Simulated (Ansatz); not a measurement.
## Be: before and after

These are results of Ansatz, DFT PBEsol, scalar-relativistic, plane waves, PAW, not measurements. All cells share a 420 eV cutoff and Γ-centred k meshes spaced at most 0.3 Å⁻¹ (0.19 for metals, 2π included).

The start was the beta-tungsten (A15) type (Pm-3n, No. 223), relaxed within its symmetry. A cell of 8 atoms (1 times the primitive one) was then disturbed at random, relaxed without symmetry and relaxed once more on a fine mesh. For metals, differences of a few meV/atom aren't resolved.

Before:

```cif
data_structure
_symmetry_space_group_name_H-M 'Pm-3n'
_symmetry_Int_Tables_number 223
_cell_length_a 3.9958
_cell_length_b 3.9958
_cell_length_c 3.9958
_cell_angle_alpha 90.000
_cell_angle_beta 90.000
_cell_angle_gamma 90.000
_cell_volume 63.80
loop_
_atom_site_label
_atom_site_type_symbol
_atom_site_symmetry_multiplicity
_atom_site_Wyckoff_symbol
_atom_site_fract_x
_atom_site_fract_y
_atom_site_fract_z
_atom_site_occupancy
Be1 Be 2 a 0.50000 0.50000 0.50000 1
Be2 Be 6 c 0.25000 0.00000 0.50000 1
```

After:

```cif
data_structure
_symmetry_space_group_name_H-M 'R-3c:H'
_symmetry_Int_Tables_number 167
_cell_length_a 5.9797
_cell_length_b 5.9797
_cell_length_c 6.2912
_cell_angle_alpha 90.000
_cell_angle_beta 90.000
_cell_angle_gamma 120.000
_cell_volume 194.82
loop_
_atom_site_label
_atom_site_type_symbol
_atom_site_symmetry_multiplicity
_atom_site_Wyckoff_symbol
_atom_site_fract_x
_atom_site_fract_y
_atom_site_fract_z
_atom_site_occupancy
Be1 Be 6 b 0.00000 0.00000 0.00000 1
Be2 Be 18 e 0.36147 0.02814 0.58333 1
```

**Question.** Is this a distortion of the same structure or a reconstruction, and what lowers the energy?

**Answer.** A reconstruction, from Pm-3n (No. 223) to R-3c (No. 167). Each Be has on average 12 Be contacts in place of 13.5, shorter on average (2.30 → 2.25 Å).

**Question.** What does it gain?

**Answer.** 62 meV/atom, with the volume going from 7.97 to 8.12 Å³/atom.

This form isn't the element's structure at ambient conditions.